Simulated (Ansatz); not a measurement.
**PbO (WC-type structure)**

Computed with Ansatz (plane waves, PAW, 420 eV cutoff): PBE, scalar-relativistic, no spin polarisation, 12×12×10 k-mesh, Gaussian smearing of 0.05 eV; PAW files: Ansatz's generated set soft_2.

Space group P-6m2 (No. 187). a = 3.568 Å, b = 3.568 Å, c = 3.295 Å, α = 90.00°, β = 90.00°, γ = 120.00°
```json
{"atom": "Pb", "site": "1a", "symmetry": "-6m2", "x": "0.0000", "y": "0.0000", "z": "0.0000"}
{"atom": "O", "site": "1f", "symmetry": "-6m2", "x": "0.6667", "y": "0.3333", "z": "0.5000"}
```

This is a trial structure; measured cells of the compound in the Crystallography Open Database are in space groups Pbcm, P4/nmm.

The cell above was scaled in volume, and shape and atoms were relaxed at each volume within its symmetry. Energies are counted from the cell above.

Cell and atoms are those of this level's equilibrium.

```
V (Å³/atom)  ΔE (meV/atom)  P (GPa)
      17.16           15.7      5.2
      17.44            8.1      3.7
      17.80            2.0      1.8
      18.16            0.0      0.0
      18.53            1.7     -1.5
      18.89            6.8     -2.9
      19.43           19.9     -4.7
      19.98           38.7     -6.3
```

Q: What do the points give for the equilibrium volume, the bulk modulus and its pressure derivative (third-order Birch–Murnaghan)?

A: V0 = 18.17 Å³/atom, B0 = 81 GPa, B0′ = 4.4.

B0·V0 = 81.5 GPa × 18.17 Å³ = 9.24 eV/atom sets the scale: near the minimum ΔE ≈ ½ B0 V0 x², with x = V/V0 − 1, and a pressure of 0.8 GPa squeezes the volume by about 1 %. At the ends of the curve: x = −5.5 % predicts 14.1 meV/atom and the run gives 15.7; x = +10.0 % predicts 45.9 meV/atom and the run gives 38.7. The curve is steeper than the parabola on the compressed side and flatter on the expanded side: the bulk modulus rises with pressure.

Scalar-relativistic only: spin–orbit splittings of the heavy atoms' levels are missing. A displaced or strained copy of the relaxed cell lay 3.2 meV/atom lower, so the structure isn't a true minimum at this level, unless the mesh, which matters in a metal, makes it so.
